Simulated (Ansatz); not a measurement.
Something may be wrong with this Ansatz 0.2.0 calculation of Al.

File input.yaml:

```yaml
crystal:
  lattice:
    - [-1.59121869, 1.59121869, 1.59121869]
    - [1.59121869, -1.59121869, 1.59121869]
    - [1.59121869, 1.59121869, -1.59121869]
  atoms:
    - { symbol: Al, position: [0.0, 0.0, 0.0] }
hamiltonian:
  xc: { exchange: pbe, correlation: pbe, exx: { coeff: 0.25, omega: 0.3 } }
  pseudopotentials: { kind: paw, accuracy: standard }
kpoints:
  mp_grid: { grid: [0, 8, 8] }
scf:
  occupations: { method: gaussian, width: 0.05 }
  max_iter: 75
output:
  forces: true
  stress: true
  eigenvalues: true
```

Potentials or basis: SSSP efficiency PAW.

Launch:

```bash
$ ansatz run input.yaml --threads 1 --pin off --max-ram 2560MiB --backend cpu --events-out ev --progress --plain --runs-dir out
```

Output:

```text
Error: invalid value for `kpoints.mp_grid.grid`: each dimension must be in 1..=255
```

Q: Diagnose the run.

A: The program refused the input. The input holds a flaw that was put in on purpose: a mesh with a zero or a mesh and a spacing (kpoints.mp_grid.grid = [0, 8, 8]).
